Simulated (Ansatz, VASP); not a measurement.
Two plane-wave programs on MoS2

File INCAR:

```
  PREC = Accurate
  ENCUT = 520
  EDIFF = 1E-7
  ISMEAR = -1
  SIGMA = 0.05
  LREAL = F
  LASPH = T
  NELM = 80
  ALGO = Normal
  ISIF = 2
  LWAVE = F
  LCHARG = F
  GGA = PE
  NBANDS = 20
```

File KPOINTS:

```
regular mesh
0
Gamma
  10 10 2
```

POSCAR

```
MoS2
1.0
    3.2052136244      0.0000000000      0.0000000000
   -1.6026068122      2.7757964233      0.0000000000
    0.0000000000      0.0000000000     17.4494019708
Mo S
1 2
Direct
    0.0000000000      0.0000000000      0.0000000000
    0.3333333333      0.6666666667      0.9105070200
    0.3333333333      0.6666666667      0.0894929800
```

The input input.yaml:

```yaml
crystal:
  lattice:
    - [3.2052136244, 0.0, 0.0]
    - [-1.6026068122, 2.7757964233, 0.0]
    - [0.0, 0.0, 17.4494019708]
  atoms:
    - { symbol: Mo, position: [0.0, 0.0, 0.0] }
    - { symbol: S, position: [0.3333333333, 0.6666666667, 0.91050702] }
    - { symbol: S, position: [0.3333333333, 0.6666666667, 0.08949298] }
hamiltonian:
  xc: pbe
  pseudopotentials: { kind: paw }
kpoints:
  mp_grid: { grid: [10, 10, 2] }
scf:
  occupations: { method: fermi_dirac, width: 0.05 }
output:
  forces: true
  stress: true
  eigenvalues: true
```

Change from the starting cell: volume scaled by 1.02.

Alike in both runs: task single point; functional PBE; k mesh 10 × 10 × 2; occupations fermi-dirac, width 0.05 eV; no spin polarisation.

|  | VASP | Ansatz |
| --- | --- | --- |
| version | VASP 6.6.1 | Ansatz 0.2.0 |
| potentials or method | VASP PAW PBE potentials, release 64 (Mo_sv, S) | Ansatz PAW |
| plane-wave cutoff (eV) | 520 | 420 |
| valence electrons in the cell | 26 | 26 |

VASP gave:

- gap on the k mesh at the Fermi level (eV): 1.69
- least direct gap on the mesh (eV): 1.87
- rms of the force components (eV/Å): 0.054

What did Ansatz give for the same quantities?

gap on the k mesh at the Fermi level (eV): 1.68; least direct gap on the mesh (eV): 1.87; rms of the force components (eV/Å): 0.049.

Atom by atom the forces differ by 0.005 eV/Å (rms over components). With one functional, cell and mesh, what is left measures potentials, basis and numerics.
